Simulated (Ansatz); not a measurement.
A run of Ansatz 0.2.0:

Contents of input.yaml:

```yaml
crystal:
  lattice:
    - [0.0, 2.65989848, 4.6432435421]
    - [2.4222677723, 0.0, 4.6432435421]
    - [2.4222677723, 2.65989848, 0.0]
  atoms:
    - { symbol: Si, position: [0.2202307, 0.2202307, 0.7797693] }
    - { symbol: Si, position: [0.7797693, 0.7797693, 0.2202307] }
    - { symbol: Si, position: [0.27260572, 0.72739428, 0.27260572] }
    - { symbol: Si, position: [0.72739428, 0.27260572, 0.72739428] }
hamiltonian:
  xc: r2scan
  pseudopotentials: { kind: paw }
kpoints:
  mp_grid: { grid: [8, 8, 8] }
  band_path:
    path:
      - [[0.0, 0.0, 0.0], [0.5, 0.0, 0.5], [0.5, 0.1107102089, 0.6107102089], [0.0305829766, 0.5, 0.5305829766], [0.0, 0.5, 0.5], [0.0, 0.0, 0.0], [0.5, 0.5, 0.0], [0.9694170234, 0.5, 0.4694170234], [0.906805012, 0.406805012, 0.5], [0.5, 0.1107102089, 0.6107102089]]
      - [[0.5, 0.8892897911, 0.3892897911], [0.5, 0.5, 0.0]]
      - [[0.0, 0.5, 0.5], [0.093194988, 0.593194988, 0.5]]
      - [[0.906805012, 0.406805012, 0.5], [0.5, 0.0, 0.5]]
      - [[0.5, 0.5, 0.5], [0.0, 0.0, 0.0]]
    npoints: 14
scf:
  occupations: { method: fermi_dirac, width: 0.05 }
  n_extra_bands: 10
output:
  forces: true
  stress: true
  eigenvalues: true
  fatbands: false
```

Potentials or basis: Ansatz PAW.

Command:

```console
$ ansatz run input.yaml --threads 2 --pin off --max-ram 5632MiB --backend cpu --events-out ev --progress --plain --runs-dir out
```

Hardware: 2 threads of Intel(R) Xeon(R) 6975P-C (Granite Rapids) (shared host).

**Question.** How long does it take, and how much memory?

**Answer.** Run time: 5.8 s on 2 threads of Intel(R) Xeon(R) 6975P-C (Granite Rapids) (shared host), peak memory 0.63 GiB. Counts: scf iterations 6, plane waves 1521, k points 95, bands 18.
